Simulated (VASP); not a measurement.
Here is a VASP 6.6.1 calculation.

File INCAR:

```
PREC = Accurate ; ENCUT = 520
EDIFF = 1E-7 ; ISMEAR = 0
SIGMA = 0.01 ; LREAL = F
LASPH = T ; NELM = 100
ALGO = Normal ; ISIF = 2
LWAVE = F ; LCHARG = T
GGA = PE ; LELF = T
LVHAR = T ; NBANDS = 18
```

KPOINTS

```
Automatic mesh
0
Gamma
  6 6 4
```

POSCAR

```
LiCl
1.0
    4.1618736060      0.0000000000      0.0000000000
   -2.0809368030      3.6042882701      0.0000000000
    0.0000000000      0.0000000000      5.2325458168
Li Cl
2 2
Direct
    0.3333333333      0.6666666667      0.2500000000
    0.6666666667      0.3333333333      0.7500000000
    0.6666666667      0.3333333333      0.2500000000
    0.3333333333      0.6666666667      0.7500000000
```

Potentials or basis: VASP PAW PBE potentials, release 64 (Li_sv, Cl).

Command:

```console
$ cat potpaw_PBE.64/Li_sv/POTCAR potpaw_PBE.64/Cl/POTCAR > POTCAR
$ mpirun -np 1 vasp_std > vasp.out
```

**Question.** What does it give for the band gap on the k mesh?

**Answer.** 5.66 eV, direct.

 PBE gaps usually lie below the measured ones, often by a third to a half.
